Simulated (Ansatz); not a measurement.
KCl (Sylvite):

```
K Cl
1.0
     0.00000    3.14647    3.14647
     3.14647    0.00000    3.14647
     3.14647    3.14647    0.00000
K Cl
1 1
Direct
  0.00000 0.00000 0.00000
  0.50000 0.50000 0.50000
```

Program: Ansatz 0.2.0. Alike in all runs: cell as given.

Problem. Order these runs on this cell by their band gap on the k mesh, lowest first.
A. level r2SCAN; potentials or basis Ansatz PAW; spin off; k mesh 8 × 8 × 8; cutoff (eV) 500; smearing fixed; level r2scan; run kind scf
B. level HSE06; potentials or basis Ansatz PAW; spin off; k mesh 6 × 6 × 6; cutoff (eV) 420; smearing fixed; level hse06; run kind scf
C. level PBE; potentials or basis Ansatz PAW; spin off; k mesh 7 × 7 × 7; cutoff (eV) 420; smearing fermi-dirac 0.05 eV; points for each segment of the path 14
D. level SVWN5; potentials or basis JTH PAW LDA; spin off; k mesh 7 × 7 × 7; cutoff (eV) 930; smearing methfessel-paxton 0.05 eV
E. level PBEsol; potentials or basis JTH PAW LDA; spin non-collinear, ferromagnetic start; k mesh 7 × 7 × 7; cutoff (eV) 930; smearing fermi-dirac 0.1 eV

Solution. D (4.74 eV), E (5.03 eV), C (5.19 eV), A (5.83 eV), B (6.50 eV).

Caveats: odd divisions of the mesh miss points on the zone boundary, where band edges often lie, so the gap on the mesh can be too wide (some runs).

A k mesh can miss the band edges.

Not every run made on this cell is shown here.
